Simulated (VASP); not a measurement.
Input of a VASP 6.6.1 run:

INCAR

```
SYSTEM = InAs
PREC     = Accurate       ! precision mode
ENCUT    = 520            ! plane-wave cutoff, eV
EDIFF    = 1E-7           ! SCF threshold, eV
ISMEAR   = -1             ! smearing method
SIGMA    = 0.05           ! smearing width, eV
LREAL    = .False.        ! projectors in reciprocal space
LASPH    = .True.         ! aspherical terms in the spheres
NELM     = 60             ! most SCF steps
ALGO     = Normal         ! electronic algorithm
ISIF     = 2              ! what is computed and relaxed
LWAVE    = .False.        ! write WAVECAR
LCHARG   = .False.        ! write CHGCAR
METAGGA  = RTPSS          ! meta-GGA
LMIXTAU  = .True.
```

File KPOINTS:

```
regular mesh
0
Gamma
  8 8 8
  0 0 0
```

The input POSCAR:

```
InAs
1.0
    0.0000000000      3.0180000000      3.0180000000
    3.0180000000      0.0000000000      3.0180000000
    3.0180000000      3.0180000000      0.0000000000
In As
1 1
Direct
    0.0000000000      0.0000000000      0.0000000000
    0.7500000000      0.7500000000      0.7500000000
```

KPOINTS_OPT

```
path GXWKGLUWLK,UX
20
line-mode
reciprocal
 0.0000000000  0.0000000000  0.0000000000  G
 0.5000000000  0.0000000000  0.5000000000  X

 0.5000000000  0.0000000000  0.5000000000  X
 0.5000000000  0.2500000000  0.7500000000  W

 0.5000000000  0.2500000000  0.7500000000  W
 0.3750000000  0.3750000000  0.7500000000  K

 0.3750000000  0.3750000000  0.7500000000  K
 0.0000000000  0.0000000000  0.0000000000  G

 0.0000000000  0.0000000000  0.0000000000  G
 0.5000000000  0.5000000000  0.5000000000  L

 0.5000000000  0.5000000000  0.5000000000  L
 0.6250000000  0.2500000000  0.6250000000  U

 0.6250000000  0.2500000000  0.6250000000  U
 0.5000000000  0.2500000000  0.7500000000  W

 0.5000000000  0.2500000000  0.7500000000  W
 0.5000000000  0.5000000000  0.5000000000  L

 0.5000000000  0.5000000000  0.5000000000  L
 0.3750000000  0.3750000000  0.7500000000  K

 0.6250000000  0.2500000000  0.6250000000  U
 0.5000000000  0.0000000000  0.5000000000  X
```

Potentials or basis: VASP PAW PBE potentials, release 64 (In_d, As).

The run is started by

```sh
$ cat potpaw_PBE.64/In_d/POTCAR potpaw_PBE.64/As/POTCAR > POTCAR
$ mpirun -np 1 vasp_std > vasp.out
```

**Question.** Predict the pressure.

**Answer.** 2.3 GPa.

**Question.** Predict the band gap along the path.

**Answer.** None (metal or under the smearing width).

Levels at the corners of the path, in eV from the Fermi level:
| point | band 5 | band 6 | band 7 | band 8 | band 9 | band 10 | band 11 | band 12 | band 13 |
| --- | --- | --- | --- | --- | --- | --- | --- | --- | --- |
| Γ | -14.34 | -12.09 | -0.08 | -0.06 | -0.06 | -0.06 | 3.97 | 3.97 | 3.97 |
| X | -14.31 | -10.02 | -5.92 | -2.44 | -2.44 | 1.44 | 2.02 | 9.27 | 9.46 |
| X | -14.31 | -10.02 | -5.92 | -2.44 | -2.44 | 1.44 | 2.02 | 9.28 | 9.46 |
| W | -14.33 | -9.96 | -5.76 | -3.10 | -3.01 | 4.20 | 4.30 | 5.10 | 6.06 |
| W | -14.33 | -9.96 | -5.76 | -3.10 | -3.01 | 4.20 | 4.30 | 5.10 | 6.06 |
| K | -14.33 | -10.03 | -5.77 | -3.43 | -2.05 | 2.06 | 4.28 | 7.40 | 7.52 |
| K | -14.33 | -10.03 | -5.77 | -3.43 | -2.05 | 2.06 | 4.28 | 7.40 | 7.52 |
| Γ | -14.34 | -12.09 | -0.08 | -0.06 | -0.06 | -0.06 | 3.97 | 3.97 | 3.97 |
| Γ | -14.34 | -12.09 | -0.08 | -0.06 | -0.06 | -0.06 | 3.97 | 3.97 | 3.97 |
| L | -14.33 | -10.57 | -5.89 | -1.06 | -1.06 | 1.01 | 4.70 | 4.70 | 6.74 |
| L | -14.33 | -10.57 | -5.89 | -1.06 | -1.06 | 1.01 | 4.70 | 4.70 | 6.74 |
| U | -14.33 | -10.03 | -5.77 | -3.43 | -2.05 | 2.06 | 4.28 | 7.40 | 7.52 |
| U | -14.33 | -10.03 | -5.77 | -3.43 | -2.05 | 2.06 | 4.28 | 7.40 | 7.52 |
| W | -14.33 | -9.96 | -5.76 | -3.10 | -3.01 | 4.20 | 4.30 | 5.10 | 6.06 |
| W | -14.33 | -9.96 | -5.76 | -3.10 | -3.01 | 4.20 | 4.30 | 5.10 | 6.06 |
| L | -14.33 | -10.57 | -5.89 | -1.06 | -1.06 | 1.01 | 4.70 | 4.70 | 6.74 |
| L | -14.33 | -10.57 | -5.89 | -1.06 | -1.06 | 1.01 | 4.70 | 4.70 | 6.74 |
| K | -14.33 | -10.03 | -5.77 | -3.43 | -2.05 | 2.06 | 4.28 | 7.40 | 7.52 |
| U | -14.33 | -10.03 | -5.77 | -3.43 | -2.05 | 2.06 | 4.28 | 7.40 | 7.52 |
| X | -14.31 | -10.02 | -5.92 | -2.44 | -2.44 | 1.44 | 2.02 | 9.27 | 9.46 |

Caveat: the PAW data sets were made with another functional, which shifts forces and pressure a little; spin-orbit coupling is left out, which moves the levels of the heavy elements; this crystal is a semiconductor, whose small gap the functional closes, so the metal is an error of the method.

**The experiment to reproduce.**

From a printed reference work, data compilation, for a bulk crystal of InAs at 4.2 K: band gap 0.418 eV (direct).

Against the measured gap of InAs, 0.418 eV (direct; 4.2 K; a printed reference work, data compilation), the calculated 0.00 eV is off by -0.42 eV. Spin-orbit coupling on As, In is left out. The value is that of revTPSS, without temperature or zero-point motion.
